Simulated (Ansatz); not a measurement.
## Relaxing Ga (fcc)

The computed numbers are results of PBE, scalar-relativistic (no spin polarisation) in the plane-wave PAW code Ansatz at 420 eV, Γ-centred 16×16×16 mesh, 0.05 eV Gaussian smearing. The datasets are Ansatz's generated set soft_2.

At room temperature and ambient pressure Ga takes another structure.

Starting cell:

```
Ga
1.0
     0.00000    2.13979    2.13979
     2.13979    0.00000    2.13979
     2.13979    2.13979    0.00000
Ga
1
Direct
  0.00000 0.00000 0.00000
```

The first steps of the search for zero pressure:

```csv
run,level,k-mesh,kind,V (Å³/atom),P (GPa),gap on the mesh (eV)
1,PBE,16×16×16,fixed cell,19.59,-1.5,metal
2,PBE,16×16×16,fixed cell,19.40,-1.1,metal
```

**Question.** At which volume does PBE reach zero pressure?

**Answer.** 18.93 Å³/atom, about 3.4 % under the start.

The steps that followed:

```csv
run,level,k-mesh,kind,V (Å³/atom),P (GPa),E − E(final) (meV/atom),gap on the mesh (eV)
3,PBE,16×16×16,fixed cell,18.93,0.0,0.0,metal
```

Cell and atoms are those of this level's equilibrium.

The final structure (symmetry read at 0.01 Å). Symmetry: Fm-3m, No. 225, cubic system. Conventional cell: a = 4.231 Å, b = 4.231 Å, c = 4.231 Å, α = 90.00°, β = 90.00°, γ = 90.00°. Ga (site symmetry m-3m) has 12 Ga at 2.99 Å as nearest neighbours. (Shells end 15 % past the nearest neighbour.)

At the final geometry the gap, band path included, is zero (metallic). 

**Why it comes out so.**

The calculation's cell holds 13 valence electrons, an odd number. Without magnetic order each band takes two, so one stays part-filled and the crystal must be a metal.
